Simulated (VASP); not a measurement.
# Pb: nudged elastic band

Pb, slab, 13 atoms in the cell. PBEsol, nudged elastic band; PAW potentials Pb_d (PBE set).

Path: Pb hops from a hollow site to the next hollow site of Pb(100); Moving images: 3.

## Input

INCAR.step1:
```
PREC     = Normal         # precision mode
ENCUT    = 250            # plane-wave cutoff, eV
EDIFF    = 1E-6           # SCF threshold, eV
ISMEAR   = 1              # smearing method
SIGMA    = 0.1            # smearing width, eV
LREAL    = False          # projectors in reciprocal space
LASPH    = True           # aspherical terms in the spheres
NELM     = 100            # most SCF steps
ALGO     = Normal         # electronic algorithm
LWAVE    = False          # write WAVECAR
LCHARG   = False          # write CHGCAR
GGA      = PS             # functional
IBRION   = 2              # ionic algorithm
NSW      = 100            # ionic steps
ISIF     = 2              # what is computed and relaxed
EDIFFG   = -0.02          # ionic threshold
POTIM    = 0.5            # step
KPAR     = 2             
```

INCAR.step3, as INCAR.step1 but for:
```
- IBRION = 2
- NSW = 100
- ISIF = 2
- EDIFFG = -0.02
- POTIM = 0.5
+ IBRION = 1
+ POTIM = 0.3
+ NSW = 200
+ EDIFFG = -0.05
+ SPRING = -5
+ IMAGES = 3
```

KPOINTS:
```
k-points
0
Gamma
  2 2 1
```

00/POSCAR:
```
Pb
1.0
    7.0004137023      0.0000000000      0.0000000000
    0.0000000000      7.0004137023      0.0000000000
    0.0000000000      0.0000000000     20.1200400000
Pb
13
Selective dynamics
Direct
    0.0000000000      0.0000000000      0.2982101427  F F F
    0.5000000000      0.0000000000      0.2982101427  F F F
    0.0000000000      0.5000000000      0.2982101427  F F F
    0.5000000000      0.5000000000      0.2982101427  F F F
    0.2500000000      0.2500000000      0.4084546271  T T T
    0.7500000000      0.2500000000      0.4098435067  T T T
    0.2500000000      0.7500000000      0.4098435067  T T T
    0.7500000000      0.7500000000      0.4046951046  T T T
    0.0054382169      0.0054382169      0.5237702636  T T T
    0.4945617831      0.0054382169      0.5237702636  T T T
    0.0054382169      0.4945617831      0.5237702636  T T T
    0.4945617831      0.4945617831      0.5237702636  T T T
    0.2500000000      0.2500000000      0.6277412113  T T T
```

01/POSCAR:
```
Pb
1.0
    7.0004137023      0.0000000000      0.0000000000
    0.0000000000      7.0004137023      0.0000000000
    0.0000000000      0.0000000000     20.1200400000
Pb
13
Selective dynamics
Direct
    0.0000000000      0.0000000000      0.2982101427  F F F
    0.5000000000      0.0000000000      0.2982101427  F F F
    0.0000000000      0.5000000000      0.2982101427  F F F
    0.5000000000      0.5000000000      0.2982101427  F F F
    0.2499032462      0.2500006575      0.4086238322  T T T
    0.7502479146      0.2500006873      0.4093775754  T T T
    0.2498358426      0.7499900934      0.4083902298  T T T
    0.7502758498      0.7499940496      0.4059629594  T T T
    0.0045289646      0.0064694444      0.5241942219  T T T
    0.4989954605      0.0016609774      0.5220795726  T T T
    0.0045289734      0.4935305843      0.5241941974  T T T
    0.4989952820      0.4983387922      0.5220796915  T T T
    0.3746400997      0.2500138484      0.6307811897  T T T
```

02/POSCAR:
```
Pb
1.0
    7.0004137023      0.0000000000      0.0000000000
    0.0000000000      7.0004137023      0.0000000000
    0.0000000000      0.0000000000     20.1200400000
Pb
13
Selective dynamics
Direct
    0.0000000000      0.0000000000      0.2982101427  F F F
    0.5000000000      0.0000000000      0.2982101427  F F F
    0.0000000000      0.5000000000      0.2982101427  F F F
    0.5000000000      0.5000000000      0.2982101427  F F F
    0.2497654946      0.2500009143      0.4089470682  T T T
    0.7502722233      0.2500009245      0.4089672271  T T T
    0.2496775706      0.7499909848      0.4070686493  T T T
    0.7503547205      0.7499908955      0.4071461533  T T T
    0.0018408992      0.0061208894      0.5240231631  T T T
    0.4994220418     -0.0006621821      0.5210139674  T T T
    0.0018408804      0.4938791548      0.5240231316  T T T
    0.4994220433      0.5006617275      0.5210142112  T T T
    0.5001151620      0.2500151963      0.6334855158  T T T
```

03/POSCAR:
```
Pb
1.0
    7.0004137023      0.0000000000      0.0000000000
    0.0000000000      7.0004137023      0.0000000000
    0.0000000000      0.0000000000     20.1200400000
Pb
13
Selective dynamics
Direct
    0.0000000000      0.0000000000      0.2982101427  F F F
    0.5000000000      0.0000000000      0.2982101427  F F F
    0.0000000000      0.5000000000      0.2982101427  F F F
    0.5000000000      0.5000000000      0.2982101427  F F F
    0.2497531697      0.2500006880      0.4093766415  T T T
    0.7500978649      0.2500006581      0.4086243822  T T T
    0.2497250010      0.7499940449      0.4059612590  T T T
    0.7501652056      0.7499900914      0.4083916837  T T T
   -0.0044395988      0.0064685968      0.5241940196  T T T
    0.5009762041      0.0016598692      0.5220793134  T T T
   -0.0044396062      0.4935314280      0.5241939948  T T T
    0.5009764212      0.4983398367      0.5220794652  T T T
    0.6253344771      0.2500134046      0.6307811400  T T T
```

04/POSCAR:
```
Pb
1.0
    7.0004137023      0.0000000000      0.0000000000
    0.0000000000      7.0004137023      0.0000000000
    0.0000000000      0.0000000000     20.1200400000
Pb
13
Selective dynamics
Direct
    0.0000000000      0.0000000000      0.2982101427  F F F
    0.5000000000      0.0000000000      0.2982101427  F F F
    0.0000000000      0.5000000000      0.2982101427  F F F
    0.5000000000      0.5000000000      0.2982101427  F F F
    0.2500000000      0.2500000000      0.4098431219  T T T
    0.7500000000      0.2500000000      0.4084542393  T T T
    0.2500000000      0.7500000000      0.4046949616  T T T
    0.7500000000      0.7500000000      0.4098431219  T T T
   -0.0054361514      0.0054361514      0.5237700637  T T T
    0.5054361514      0.0054361514      0.5237700637  T T T
   -0.0054361514      0.4945638486      0.5237700637  T T T
    0.5054361514      0.4945638486      0.5237700637  T T T
    0.7500000000      0.2500000000      0.6277402433  T T T
```

POSCAR.step1:
```
Pb
1.0
    7.0004137023      0.0000000000      0.0000000000
    0.0000000000      7.0004137023      0.0000000000
    0.0000000000      0.0000000000     20.1200400000
Pb
13
Selective dynamics
Direct
    0.0000000000      0.0000000000      0.2982101427  F F F
    0.5000000000      0.0000000000      0.2982101427  F F F
    0.0000000000      0.5000000000      0.2982101427  F F F
    0.5000000000      0.5000000000      0.2982101427  F F F
    0.2500000000      0.2500000000      0.4212228206  T T T
    0.7500000000      0.2500000000      0.4212228206  T T T
    0.2500000000      0.7500000000      0.4212228206  T T T
    0.7500000000      0.7500000000      0.4212228206  T T T
    0.0000000000      0.0000000000      0.5442354985  T T T
    0.5000000000      0.0000000000      0.5442354985  T T T
    0.0000000000      0.5000000000      0.5442354985  T T T
    0.5000000000      0.5000000000      0.5442354985  T T T
    0.2500000000      0.2500000000      0.6156232973  T T T
```

POSCAR.step2:
```
Pb
1.0
    7.0004137023      0.0000000000      0.0000000000
    0.0000000000      7.0004137023      0.0000000000
    0.0000000000      0.0000000000     20.1200400000
Pb
13
Selective dynamics
Direct
    0.0000000000      0.0000000000      0.2982101427  F F F
    0.5000000000      0.0000000000      0.2982101427  F F F
    0.0000000000      0.5000000000      0.2982101427  F F F
    0.5000000000      0.5000000000      0.2982101427  F F F
    0.2500000000      0.2500000000      0.4212228206  T T T
    0.7500000000      0.2500000000      0.4212228206  T T T
    0.2500000000      0.7500000000      0.4212228206  T T T
    0.7500000000      0.7500000000      0.4212228206  T T T
    0.0000000000      0.0000000000      0.5442354985  T T T
    0.5000000000      0.0000000000      0.5442354985  T T T
    0.0000000000      0.5000000000      0.5442354985  T T T
    0.5000000000      0.5000000000      0.5442354985  T T T
   -0.2500000000      0.2500000000      0.6156232973  T T T
```

Commands (each step's output is kept before the next begins):
```
cat potpaw_PBE.64/Pb_d/POTCAR > POTCAR
cp INCAR.step1 INCAR
cp POSCAR.step1 POSCAR
mpirun -np 6 vasp_std > vasp.out
cp POSCAR.step2 POSCAR
mpirun -np 6 vasp_std > vasp.out
# 00 and 04 hold the relaxed ends; the images between are interpolated (pair-distance (IDPP))
cp INCAR.step3 INCAR
mpirun -np 6 vasp_std > vasp.out
```

## Result

- Barrier (eV): 0.466
- Barrier of the reverse step (eV): 0.466
- Energy of the second end over the first (eV): 0.000
- Top of the path (share of its length): 0.50
- Length of the path (Å): 4.53
- Steps of the band: 22
- Ionic steps, all stages: 62
- Electronic steps, all stages: 1041

Energy along the relaxed band:

| Image | Distance along the path (Å) | Energy above the first end (eV) | Slope along the path (eV/Å) | Largest force across the path (eV/Å) |
|---|---|---|---|---|
| 0 | 0.000 | 0.000 | relaxed end |  |
| 1 | 1.134 | 0.204 | 0.419 | 0.045 |
| 2 | 2.267 | 0.466 | -0.001 | 0.026 |
| 3 | 3.399 | 0.206 | -0.425 | 0.046 |
| 4 | 4.533 | -0.000 | relaxed end |  |

The slab is face-centred cubic Pb(100), in-plane cell 7.00 × 7.00 Å, with 2 × 2 k points.

The two ends have the same energy within 0.01 eV.

Limits: the slab is thin and the surface cell small, so the value carries both errors.

VASP 6.6.1 took 2868 s on 6 cores (Intel Xeon Platinum 8259CL @ 2.50GHz (Skylake/Cascade Lake)), a shared host.
